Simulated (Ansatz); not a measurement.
BP built on the h-MgO prototype (no longer in that coordination) (r2SCAN geometry), in Ansatz:

```yaml
crystal:
  lattice:
    - [3.20394, 0.00000, 0.00000]
    - [-1.60197, 2.77469, 0.00000]
    - [0.00000, 0.00000, 8.46663]
  atoms:
    - { symbol: B, position: [0.33333, 0.66667, 0.25000] }
    - { symbol: B, position: [0.66667, 0.33333, 0.75000] }
    - { symbol: P, position: [0.66667, 0.33333, 0.25000] }
    - { symbol: P, position: [0.33333, 0.66667, 0.75000] }
```

G0W0@PBE with 283 empty bands, a screening cutoff of 140 eV and a 6×6×2 mesh (PAW, contour deformation) gives 1.239 eV over the mesh points, from a PBE gap of 0.861 eV; it sums over 291 bands with 287 plane waves in the screening and a wave cutoff of 420 eV. No extrapolation in bands, cutoff or mesh was made for G0W0. The cell comes from a prototype generator: it can be a known phase or a hypothetical one. Spin polarisation is off.

(1) Another run gave a Kohn-Sham gap of 0.861 eV and a G0W0 gap of 1.222 eV, summing over 130 bands with 127 plane waves in the screening and a wave cutoff of 420 eV. What was changed?

(2) Estimate the gap with starting point LDA.

(3) Another run gave a Kohn-Sham gap of 0.871 eV and a G0W0 gap of 1.254 eV, summing over 291 bands with 287 plane waves in the screening and a wave cutoff of 1116 eV. What was changed?

Answers

(1) Empty bands 122, screening cutoff 80 eV. The counts of bands and plane waves show it.

(2) 1.187 eV (-0.052 eV), from a Kohn-Sham gap of 0.800 eV.

(3) Potentials of the kind norm-conserving. The wave cutoff gives it away.
